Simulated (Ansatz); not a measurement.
Here is an Ansatz 0.2.0 calculation.

input.yaml

```yaml
crystal:
  lattice:
    - [0.0, 1.57905, 1.57905]
    - [1.57905, 0.0, 1.57905]
    - [1.57905, 1.57905, 0.0]
  atoms:
    - { symbol: Be, position: [0.0, 0.0, 0.0] }
hamiltonian:
  xc: blyp
  pseudopotentials: { kind: paw }
kpoints:
  mp_grid: { grid: [14, 14, 14] }
  band_path:
    path:
      - [[0.0, 0.0, 0.0], [0.5, 0.0, 0.5], [0.5, 0.25, 0.75], [0.375, 0.375, 0.75], [0.0, 0.0, 0.0], [0.5, 0.5, 0.5], [0.625, 0.25, 0.625], [0.5, 0.25, 0.75], [0.5, 0.5, 0.5], [0.375, 0.375, 0.75]]
      - [[0.625, 0.25, 0.625], [0.5, 0.0, 0.5]]
    npoints: 14
scf:
  occupations: { method: fermi_dirac, width: 0.05 }
  n_extra_bands: 6
output:
  forces: true
  stress: true
  eigenvalues: true
  fatbands: false
  write_density: true
  write_potential: true
  elf: true
  volumetric_format: npy
```

Potentials or basis: Ansatz PAW.

The run is started by

```console
$ ansatz run input.yaml --threads 2 --pin off --max-ram 5632MiB --backend cpu --events-out ev --progress --plain --runs-dir out
```

(1) What does it give for the band gap on the k mesh?

(2) What does it give for the pressure?

Answers

(1) none (metal or under the smearing width).

(2) 0.1 GPa.

Caveat: the PAW data sets come from PBE, with cores solved anew for the run's functional, which leaves a small shift of forces and pressure.
